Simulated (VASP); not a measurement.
Fe, 1 atom in the cell. The structure is cubic, space group Im-3m (No. 229). The conventional cell has a = 2.802 Å, b = 2.802 Å, c = 2.802 Å, α = 90.00°, β = 90.00°, γ = 90.00°. Around Fe (site symmetry m-3m) lie 8 Fe at 2.43 Å. The cell was built by a generator and needn't be a form met in nature.

* Program: VASP 6.6.1
* Task: electrostatic potential
* Functional: PBE
* Dispersion: D3(BJ)
* Potentials or basis: VASP PAW PBE potentials, release 64 (Fe)
* Cutoff: 520 eV
* k mesh: 20 × 20 × 20
* Occupations: methfessel-paxton, width 0.1 eV
* Spin: collinear spin, ferromagnetic start
* Starting moments: [2.5] μB
* Further INCAR settings: ALGO = Fast; EDIFF = 1e-07

Potentials or basis: VASP PAW PBE potentials, release 64 (Fe).

Run with:

```console
$ cat potpaw_PBE.64/Fe/POTCAR > POTCAR
$ mpirun -np 1 vasp_std > vasp.out
```

Hardware: 1 thread of Intel(R) Xeon(R) 6975P-C (Granite Rapids), on a shared host.

Problem. Estimate the wall time of this run.

Solution. Run time: 22 s on 1 thread of Intel(R) Xeon(R) 6975P-C (Granite Rapids), with other jobs on the host, peak memory 0.17 GiB. Counts: scf iterations 15, k points 256.
